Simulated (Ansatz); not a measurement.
Input of an Ansatz 0.2.0 run:

Contents of input.yaml:

```yaml
crystal:
  lattice:
    - [2.881, 0.0, 0.0]
    - [0.0, 2.881, 0.0]
    - [0.0, 0.0, 2.881]
  atoms:
    - { symbol: Ni, position: [0.5, 0.5, 0.5], spin: 1.0 }
    - { symbol: Al, position: [0.0, 0.0, 0.0] }
hamiltonian:
  xc: pbe
  pseudopotentials: { kind: paw }
magnetization:
  spin_polarized: true
kpoints:
  mp_grid: { grid: [9, 9, 9] }
scf:
  occupations: { method: fermi_dirac, width: 0.05 }
output:
  forces: true
  stress: true
  write_density: true
  write_potential: true
  elf: true
  volumetric_format: npy
relax:
  f_tol: 0.01
  max_steps: 40
  cell: { stress_tol: 0.05 }
```

Potentials or basis: Ansatz PAW.

Run with:

```sh
$ ansatz run input.yaml --threads 2 --pin off --max-ram 5632MiB --backend cpu --events-out ev --progress --plain --runs-dir out
```

(1) Predict the relaxed volume.

(2) Predict the relaxed cell.

(3) What does it give for the space group after relaxing (to 0.05 Å)?

Results:

(1) 12.10 Å³/atom.

(2) a = 2.892 Å, b = 2.892 Å, c = 2.892 Å, α = 90.00°, β = 90.00°, γ = 90.00°.

(3) Pm-3m (No. 221).

Caveat: the starting moments weren't kept.
